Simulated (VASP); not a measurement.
Set up this calculation in VASP 6.6.1, as the native input.

- Task: band structure
- Functional: SCAN
- Potentials or basis: VASP PAW PBE potentials, release 64 (Hf_pv, N)
- Cutoff: 520 eV
- k mesh: 10 × 10 × 10
- Occupations: fermi-dirac, width 0.05 eV
- Spin: no spin polarisation
- Further INCAR settings: ALGO = Normal; EDIFF = 1e-06

The structure of HfN lies in POSCAR:

```
HfN
1.0
    0.0000000000      2.2560000000      2.2560000000
    2.2560000000      0.0000000000      2.2560000000
    2.2560000000      2.2560000000      0.0000000000
Hf N
1 1
Direct
    0.0000000000      0.0000000000      0.0000000000
    0.5000000000      0.5000000000      0.5000000000
```

These files were run (other wordings do the same):

INCAR

```
SYSTEM = HfN
PREC = Accurate
ENCUT = 520
EDIFF = 1E-6
ISMEAR = -1
SIGMA = 0.05
LREAL = .False.
LASPH = .True.
NELM = 100
ALGO = Normal
ISIF = 2
LWAVE = .False.
LCHARG = .False.
LMAXMIX = 4
METAGGA = SCAN
LMIXTAU = .True.
```

KPOINTS

```
Automatic mesh
0
Gamma
  10 10 10
  0 0 0
```

KPOINTS_OPT

```
path GXWKGLUWLK,UX
15
line-mode
reciprocal
 0.0000000000  0.0000000000  0.0000000000  G
 0.5000000000  0.0000000000  0.5000000000  X

 0.5000000000  0.0000000000  0.5000000000  X
 0.5000000000  0.2500000000  0.7500000000  W

 0.5000000000  0.2500000000  0.7500000000  W
 0.3750000000  0.3750000000  0.7500000000  K

 0.3750000000  0.3750000000  0.7500000000  K
 0.0000000000  0.0000000000  0.0000000000  G

 0.0000000000  0.0000000000  0.0000000000  G
 0.5000000000  0.5000000000  0.5000000000  L

 0.5000000000  0.5000000000  0.5000000000  L
 0.6250000000  0.2500000000  0.6250000000  U

 0.6250000000  0.2500000000  0.6250000000  U
 0.5000000000  0.2500000000  0.7500000000  W

 0.5000000000  0.2500000000  0.7500000000  W
 0.5000000000  0.5000000000  0.5000000000  L

 0.5000000000  0.5000000000  0.5000000000  L
 0.3750000000  0.3750000000  0.7500000000  K

 0.6250000000  0.2500000000  0.6250000000  U
 0.5000000000  0.0000000000  0.5000000000  X
```

Potentials or basis: VASP PAW PBE potentials, release 64 (Hf_pv, N).

Command:

```bash
$ cat potpaw_PBE.64/Hf_pv/POTCAR potpaw_PBE.64/N/POTCAR > POTCAR
$ mpirun -np 1 vasp_std > vasp.out
```

It gave:

```
Pressure                : -3.5 GPa
Band gap along the path : none (metal or under the smearing width)
```

Caveat: the PAW data sets were made with another functional, which shifts forces and pressure a little; spin-orbit coupling is left out, which moves the levels of the heavy elements.

It took 43 s on 1 thread of Intel(R) Xeon(R) 6975P-C (Granite Rapids), with other jobs on the host, peak memory 0.16 GiB.
